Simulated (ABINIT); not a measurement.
# PtS2 (P-3m1) in ABINIT: reference runs

How does PtS2 come out in PBE? The cell is run as given and disturbed.

Program: ABINIT 10.8.3 (patched build). These are calculated values, not measurements. Logs are shortened: lines on timing, memory, paths and dates and some standing lists are left out, and cuts for length are marked. The log counts tension as positive stress, the text compression.

**1. The structure**

It takes space group P-3m1 (No. 164, trigonal). Conventional cell: a = 3.543 Å, b = 3.543 Å, c = 5.039 Å, α = 90.00°, β = 90.00°, γ = 120.00°. Around Pt (site symmetry -3m) lie 6 S at 2.34 Å. S (site symmetry 3m) is surrounded by 3 Pt at 2.34 Å.

**2. Single point, PBE**

run.abi

```
# Pseudopotentials
pp_dirpath "./"
pseudos "Pt.GGA_PBE-JTH.xml, S.GGA_PBE-JTH.xml"

# Structure
structure "poscar:POSCAR"
natom 3

# Plane-wave basis
ecut 20.0
pawecutdg 40.0

# k points
kptopt 1
ngkpt 9 9 5
nshiftk 1
shiftk 0.0 0.0 0.0

# Exchange and correlation
ixc 11

# Bands and occupations
nband 15
occopt 3
tsmear 0.00183747

# SCF cycle
nstep 100
tolvrs 1.0e-9

# Output
iomode 3
prtwf 0
prteig 0
prtebands 0
enunit 2
prtden 1
prtvha 1
prtvclmb 1
prtpot 1
```

POSCAR

```
PtS2
1.0
    3.5432000000      0.0000000000      0.0000000000
   -1.7716000000      3.0685012107      0.0000000000
    0.0000000000      0.0000000000      5.0388000000
Pt S
1 2
Direct
    0.0000000000      0.0000000000      0.0000000000  Pt
    0.6666666667      0.3333333333      0.7730000000  S
    0.3333333333      0.6666666667      0.2270000000  S
```

Potentials or basis: JTH PAW PBE v2.0.

On the command line:

```console
$ abinit run.abi > log 2>&1
```

run.abo:

```text
.Version 10.8.3 of ABINIT
 Symmetries : space group P-3 m 1 (#164); Bravais hP (primitive hexag.)
================================================================================
 Values of the parameters that define the memory need of the present run
     intxc =       0    ionmov =       0      iscf =      17    lmnmax =      18
     lnmax =       6     mgfft =      40  mpssoang =       3    mqgrid =    3001
     natom =       3  nloc_mem =       2    nspden =       1   nspinor =       1
    nsppol =       1      nsym =      12    n1xccc =       1    ntypat =       2
    occopt =       3   xclevel =       2
       mpw =        1597          nfft =       36000          nkpt =          50
 PAW method is used; the additional fine FFT grid is defined by:
   mgfftf=        60    nfftf =     96000
================================================================================
================================================================================

--------------------------------------------------------------------------------
------------- Echo of variables that govern the present computation ------------
--------------------------------------------------------------------------------
 -outvars: echo values of preprocessed input variables --------
            acell      1.0000000000E+00  1.0000000000E+00  1.0000000000E+00 Bohr
              amu      1.95080000E+02  3.20660000E+01
             ecut      2.00000000E+01 Hartree
           enunit           2
              ixc          11
         kptrlatt        9    0    0      0    9    0      0    0    5
          kptrlen      4.76097600E+01
            natom           3
            nband          15
            ngfft          30      30      40
          ngfftdg          40      40      60
             nkpt          50
            nstep         100
             nsym          12
           ntypat           2
           occopt           3
        pawecutdg      4.00000000E+01 Hartree
         pawxcdev           0
        prtebands           0
           prteig           0
           prtpot           1
         prtvclmb           1
           prtvha           1
            prtwf           0
            rprim      6.6956776093E+00  0.0000000000E+00  0.0000000000E+00
                      -3.3478388047E+00  5.7986269052E+00  0.0000000000E+00
                       0.0000000000E+00  0.0000000000E+00  9.5219520032E+00
          spgroup         164
           tolvrs      1.00000000E-09
           tsmear      1.83747000E-03 Hartree
            typat      1  2  2
           useylm           1
           xangst      0.0000000000E+00  0.0000000000E+00  0.0000000000E+00
                       1.7716000000E+00  1.0228337369E+00  3.8949924000E+00
                      -6.5562370348E-17  2.0456674738E+00  1.1438076000E+00
            xcart      0.0000000000E+00  0.0000000000E+00  0.0000000000E+00
                       3.3478388047E+00  1.9328756351E+00  7.3604688985E+00
[... 162 lines left out ...]
    2      0.00000000000000    -0.00000000000000    -1.36691073777066
    3     -0.00000000000000    -0.00000000000000     1.36691073777066
 frms,max,avg= 6.4436790E-01 1.3669107E+00   0.000E+00  0.000E+00  0.000E+00 e/A
 length scales=  1.000000000000  1.000000000000  1.000000000000 bohr
              =  0.529177210544  0.529177210544  0.529177210544 angstroms
 Fermi (or HOMO) energy (hartree) =   0.26381   Average Vxc (hartree)=  -0.38343
 Eigenvalues (hartree) for nkpt=  50  k points:
 kpt#   1, nband= 15, wtk=  0.00247, kpt=  0.0000  0.0000  0.0000 (reduced coord)
  -0.32660   -0.20699   -0.01283   -0.01283   -0.00804    0.09924    0.09924    0.18000
   0.20512    0.20512    0.24293    0.33521    0.33521    0.42182    0.45671
      occupation numbers for kpt#   1
   2.00000    2.00000    2.00000    2.00000    2.00000    2.00000    2.00000    2.00000
   2.00000    2.00000    1.99998    0.00000    0.00000    0.00000    0.00000
 prteigrs : prtvol=0 or 1, do not print more k-points.

 Fermi (or HOMO) energy (eV) =   7.17858   Average Vxc (eV)= -10.43359
 Eigenvalues (   eV  ) for nkpt=  50  k points:
 kpt#   1, nband= 15, wtk=  0.00247, kpt=  0.0000  0.0000  0.0000 (reduced coord)
  -8.88711   -5.63245   -0.34924   -0.34924   -0.21881    2.70044    2.70044    4.89813
   5.58152    5.58152    6.61047    9.12143    9.12143   11.47841   12.42759
 prteigrs : prtvol=0 or 1, do not print more k-points.

--- !EnergyTerms
iteration_state     : {dtset: 1, }
comment             : Components of total free energy in Hartree
kinetic             :  1.70203240580168E+01
hartree             :  9.74439978969098E+00
xc                  : -1.03616296100026E+01
Ewald energy        : -4.27700575398143E+01
psp_core            :  2.28287484357687E+00
local_psp           : -3.03970798245157E+01
PAW spherical_terms :  6.78083879138117E+00
internal            : -4.77003294916668E+01
'-kT*entropy'       : -2.25166128611294E-07
total_energy        : -4.77003297168329E+01
total_energy_eV     : -1.29799209598539E+03
...

--- !EnergyTermsDC
iteration_state     : {dtset: 1, }
comment             : '"Double-counting" decomposition of free energy'
band_energy         :  7.15658426681479E-01
Ewald energy        : -4.27700575398143E+01
psp_core            :  2.28287484357687E+00
xc_dc               : -9.05911265572440E+00
PAW spherical_terms :  1.13031481567813E+00
internal            : -4.77003221096022E+01
'-kT*entropy'       : -2.25166128611294E-07
total_energy_dc     : -4.77003223347684E+01
total_energy_dc_eV  : -1.29799189510918E+03
...

--- !EnergyTermsWithPAWCore
iteration_state     : {dtset: 1, }
comment             : 'Components of total free energy, including PAW core contributions'
Total energy        : -1.92121633792790E+04
Total energy DC     : -1.92121633718970E+04
Total energy (eV)   : -5.22789598334453E+05
Total energy DC (eV): -5.22789598133577E+05
...

 Cartesian components of stress tensor (hartree/bohr^3)
  sigma(1 1)= -4.43603201E-04  sigma(3 2)=  0.00000000E+00
  sigma(2 2)= -4.43603201E-04  sigma(3 1)=  0.00000000E+00
  sigma(3 3)= -3.70465258E-04  sigma(2 1)=  0.00000000E+00

-Cartesian components of stress tensor (GPa)         [Pressure=  1.2334E+01 GPa]
- sigma(1 1)= -1.30512568E+01  sigma(3 2)=  0.00000000E+00
- sigma(2 2)= -1.30512568E+01  sigma(3 1)=  0.00000000E+00
- sigma(3 3)= -1.08994642E+01  sigma(2 1)=  0.00000000E+00

== END DATASET(S) ==============================================================
================================================================================

 -outvars: echo values of variables after computation  --------
            acell      1.0000000000E+00  1.0000000000E+00  1.0000000000E+00 Bohr
           etotal     -4.7700322335E+01
            fcart      1.3404892829E-29  5.4175229384E-29 -0.0000000000E+00
                       3.3512232073E-29 -3.8696592417E-30 -2.6582181618E-02
                      -4.6917124902E-29 -5.0305570142E-29  2.6582181618E-02
            rprim      6.6956776093E+00  0.0000000000E+00  0.0000000000E+00
                      -3.3478388047E+00  5.7986269052E+00  0.0000000000E+00
                       0.0000000000E+00  0.0000000000E+00  9.5219520032E+00
           strten     -4.4360320090E-04 -4.4360320094E-04 -3.7046525839E-04
                       0.0000000000E+00  0.0000000000E+00  0.0000000000E+00
           xangst      0.0000000000E+00  0.0000000000E+00  0.0000000000E+00
                       1.7716000000E+00  1.0228337369E+00  3.8949924000E+00
                      -6.5562370348E-17  2.0456674738E+00  1.1438076000E+00
             xred      0.0000000000E+00  0.0000000000E+00  0.0000000000E+00
                       6.6666666667E-01  3.3333333333E-01  7.7300000000E-01
                       3.3333333333E-01  6.6666666667E-01  2.2700000000E-01
 Calculation completed.
```

Run time: 66 s. Hardware: 1 thread of Arm Neoverse V1, shared host; peak memory 0.16 GiB.

What came out:

```
Free energy                                           : -1297.9919 eV
Pressure                                              : 12.3 GPa
Largest force                                         : 1.367 eV/Å
Band gap on the k mesh                                : 0.98 eV, indirect (least direct gap 1.03 eV)
Valence electrons inside the program's atomic spheres : Pt 8.89; S 3.58
```

Forces on the atoms (eV/Å):
```
Pt   0.000  0.000  0.000
S    0.000  0.000 -1.367
S    0.000  0.000  1.367
```

Stress tensor (GPa, compression positive):
```
13.05  0.00  0.00
 0.00 13.05  0.00
 0.00  0.00 10.90
```

Levels at points of the mesh, in eV from the valence-band top:
```tsv
k point	band 9	band 10	band 11	band 12	band 13	band 14
(0.00, 0.00, 0.00)	-1.13	-1.13	-0.10	2.41	2.41	4.77
```

Caveat: spin-orbit coupling is left out, which moves the levels of the heavy elements; an odd mesh through Γ misses points on the zone boundary, where band edges often lie; forces of over 1 eV/Å show positions far from the minimum, so gaps and moduli don't describe the material at rest. As with any semilocal functional, this PBE gap is likely too small.

**3. Single point, PBE**

run.py

```python
import json, os
import numpy as np
from ase.units import GPa
from ase.calculators.abinit import Abinit, AbinitProfile
from ase.io import read

atoms = read('PtS2.xyz')

profile = AbinitProfile(command='abinit', pp_paths=[os.path.abspath('pseudos')])
params = dict(
    pps='pawxml', xc='PBE',
    ecut=544.2277,
    pawecutdg=1088.4554,
    kptopt=1,
    ngkpt=[9, 9, 5],
    nshiftk=1,
    shiftk=[0.0, 0.0, 0.0],
    ixc=11,
    nband=15,
    occopt=3,
    tsmear=0.05,
    nstep=100,
    tolvrs=1e-09,
    prtwf=0,
    prtden=0,
)

atoms.calc = Abinit(profile=profile, directory='run', **params)
energy = atoms.get_potential_energy()
forces = atoms.get_forces()
stress = atoms.get_stress()
print(f'energy {energy:.6f} eV')
print('forces (eV/A)')
print(np.round(forces, 5))
print('stress (GPa, Voigt, tension positive)', np.round(stress / GPa, 4))
json.dump(dict(energy=energy, forces=forces.tolist(), stress=stress.tolist(), cell=atoms.cell.tolist(), frac=atoms.get_scaled_positions(wrap=False).tolist()), open('results.json', 'w'))
```

PtS2.xyz

```xyz
3
Lattice="3.5432000000 0.0000000000 0.0000000000 -1.7716000000 3.0685012107 0.0000000000 0.0000000000 0.0000000000 5.0388000000" Properties=species:S:1:pos:R:3 pbc="T T T"
Pt     0.0000000000      0.0000000000      0.0000000000
S      1.7716000002      1.0228337368      3.8949924000
S     -0.0000000002      2.0456674739      1.1438076000
```

Potentials or basis: JTH PAW PBE v2.0.

On the command line:

```console
$ python run.py
```

Wall time 67 s (1 thread of Arm Neoverse V1, shared host); peak memory 0.14 GiB.

Results (log left out):

```yaml
Free_energy: -1297.9919 eV
Pressure: 12.3 GPa
Largest_force: 1.367 eV/Å
Band_gap_on_the_k_mesh: 0.98 eV, indirect (least direct gap 1.03 eV)
Valence_electrons_inside_the_program's_atomic_spheres: Pt 8.89; S 3.58
```

Forces on the atoms (eV/Å):
```
Pt   0.000  0.000  0.000
S    0.000  0.000 -1.367
S    0.000  0.000  1.367
```

Stress tensor (GPa, compression positive):
```
13.05  0.00  0.00
 0.00 13.05  0.00
 0.00  0.00 10.90
```

Levels at points of the mesh, in eV from the valence-band top:
```
           k point  band 8  band 9  band 10  band 11  band 12  band 13  band 14  band 15
(0.00, 0.00, 0.00)   -1.82   -1.13    -1.13    -0.10     2.41     2.41     4.77     5.71
```

Caveat: spin-orbit coupling is left out, which moves the levels of the heavy elements; an odd mesh through Γ misses points on the zone boundary, where band edges often lie; forces of over 1 eV/Å show positions far from the minimum, so gaps and moduli don't describe the material at rest.

(Part 1 of 2 ends here.)
